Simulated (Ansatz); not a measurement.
**CoO (Fm-3m): magnetic orders compared**

One table from this session's results is given with a row withheld; the runs are named, their logs left out.

Program: Ansatz 0.2.0. Level of theory: DFT PBE, scalar-relativistic, plane waves, PAW. These are calculated values, not measurements.

## The starting structure

The structure is cubic, space group Fm-3m (No. 225). The conventional cell has a = 4.249 Å, b = 4.249 Å, c = 4.249 Å, α = 90.00°, β = 90.00°, γ = 90.00°. Co (site symmetry m-3m) has 6 O at 2.12 Å as nearest neighbours. O (site symmetry m-3m) has 6 Co at 2.12 Å as nearest neighbours.

As a file:

```cif
data_structure
_symmetry_space_group_name_H-M 'P 1'
_symmetry_Int_Tables_number 1
_cell_length_a 3.0045
_cell_length_b 3.0045
_cell_length_c 3.0045
_cell_angle_alpha 60.000
_cell_angle_beta 60.000
_cell_angle_gamma 60.000
_cell_volume 19.18
loop_
_atom_site_label
_atom_site_type_symbol
_atom_site_fract_x
_atom_site_fract_y
_atom_site_fract_z
_atom_site_occupancy
Co1 Co 0.00000 0.00000 0.00000 1
O1 O 0.50000 0.50000 0.50000 1
```

An earlier run at PBE left this cell at 9.589 Å³/atom and 0.00 GPa (14×14×14 mesh).

The first run:

The input, input.yaml:

```yaml
crystal:
  lattice:
    - [0.0, 2.1245315514, -2.1245315514]
    - [0.0, 2.1245315514, 2.1245315514]
    - [4.2490631028, 0.0, 0.0]
  atoms:
    - { symbol: Co, position: [0.0, 0.0, 0.0], spin: 3.0 }
    - { symbol: O, position: [0.0, 1.0, 0.5] }
    - { symbol: Co, position: [0.5, 0.5, 0.5], spin: 3.0 }
    - { symbol: O, position: [0.5, 1.5, 1.0] }
basis:
  ecutwfc: 420
  ecutrho_ratio: 4
kpoints:
  mp_grid: { grid: [10, 10, 6] }
hamiltonian:
  xc: pbe
scf:
  occupations: { method: gaussian, width: 0.05 }
  lower_state_search: "off"
output:
  forces: true
  stress: true
  eigenvalues: true
  populations: true
magnetization:
  spin_polarized: true
```

Launch:

```console
$ ansatz run input.yaml --threads 2 --pin off --max-ram 5120MiB --backend cpu --events-out ev --progress --plain --runs-dir out
```

Among the steps run: Ferromagnetic, larger cell; Antiferromagnetic, propagation vector (1, 0, 0); Antiferromagnetic, propagation vector (1/2, 1/2, -1/2); No spin polarisation.

One of the session's tables, all rows but one given; the rest of the session is left out.

| order | above the lowest (meV/atom) | largest moment (μB) | pressure (GPa) |
| --- | --- | --- | --- |
| ferromagnetic | ? | ? | ? |
| antiferromagnetic, propagation vector (1, 0, 0) | 100.1 | 2.23 | -2.6 |
| antiferromagnetic, propagation vector (1/2, 1/2, -1/2) | 0.0 | 2.38 | -2.4 |
| no spin polarisation | 309.9 | 0.00 | -18.6 |

Estimate the missing values for ferromagnetic.

The run gave: above the lowest (meV/atom): 71.9; largest moment (μB): 2.51; pressure (GPa): 0.0. In the column «above the lowest (meV/atom)» it lies between antiferromagnetic, propagation vector (1/2, 1/2, -1/2) (0.0) and antiferromagnetic, propagation vector (1, 0, 0) (100.1).

The first row is the run of the earlier session that started with parallel moments (-2846.0500 eV/atom). A larger cell is measured against the parallel state in that same cell where that was run, so that mesh errors cancel.

The work goes on in this order: antiferromagnetic, propagation vector (1/2, 1/2, -1/2), the lowest.

Caveats from the session: Only these orders were tried, at zero temperature; the one found in experiment may not be among them.
